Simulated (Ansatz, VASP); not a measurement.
**Cd: VASP beside Ansatz**

Contents of INCAR:

```
SYSTEM = Cd
ALGO = Normal
EDIFF = 1E-7
ENCUT = 520
GGA = PS
ISIF = 2
ISMEAR = -1
LASPH = .True.
LCHARG = .False.
LREAL = .False.
LWAVE = .False.
NBANDS = 19
NELM = 100
PREC = Accurate
SIGMA = 0.05
```

KPOINTS

```
k-points
0
Gamma
  10 10 5
  0 0 0
```

POSCAR

```
Cd
1.0
    2.9180596717      0.0000000000      0.0000000000
   -1.4590298358      2.5271138055      0.0000000000
    0.0000000000      0.0000000000      5.5029719036
Cd
2
Direct
    0.6666666667      0.3333333333      0.7500000000
    0.3333333333      0.6666666667      0.2500000000
```

input.yaml

```yaml
crystal:
  lattice:
    - [2.9180596717, 0.0, 0.0]
    - [-1.4590298358, 2.5271138055, 0.0]
    - [0.0, 0.0, 5.5029719036]
  atoms:
    - { symbol: Cd, position: [0.6666666667, 0.3333333333, 0.75] }
    - { symbol: Cd, position: [0.3333333333, 0.6666666667, 0.25] }
hamiltonian:
  xc: pbesol
  pseudopotentials: { kind: paw }
kpoints:
  mp_grid: { grid: [10, 10, 5] }
scf:
  occupations: { method: fermi_dirac, width: 0.05 }
output:
  forces: true
  stress: true
  eigenvalues: true
```

Alike in both runs: task single point; functional PBEsol; k mesh 10 × 10 × 5; occupations fermi-dirac, width 0.05 eV; no spin polarisation.

```csv
,VASP,Ansatz
version,VASP 6.6.1,Ansatz 0.2.0
potentials or method,"VASP PAW PBE potentials, release 64 (Cd)",Ansatz PAW
plane-wave cutoff (eV),520,420
valence electrons in the cell,24,40
```

Ansatz gave:

* gap on the k mesh at the Fermi level (eV): none
* pressure (GPa): 2.4
* largest component of the traceless stress (GPa): 1.61

Problem. What did VASP give for the same quantities?

Solution. gap on the k mesh at the Fermi level (eV): none; pressure (GPa): 2.9; largest component of the traceless stress (GPa): 1.79.

A gap of «none» marks a metal or a gap that the smearing closes. The two sets of potentials don't hold the same shells in valence.

Caveats: the PAW data sets were made with another functional, which shifts forces and pressure a little (VASP); the PAW data sets come from PBE, with cores solved anew for the run's functional, which leaves a small shift of forces and pressure (Ansatz).
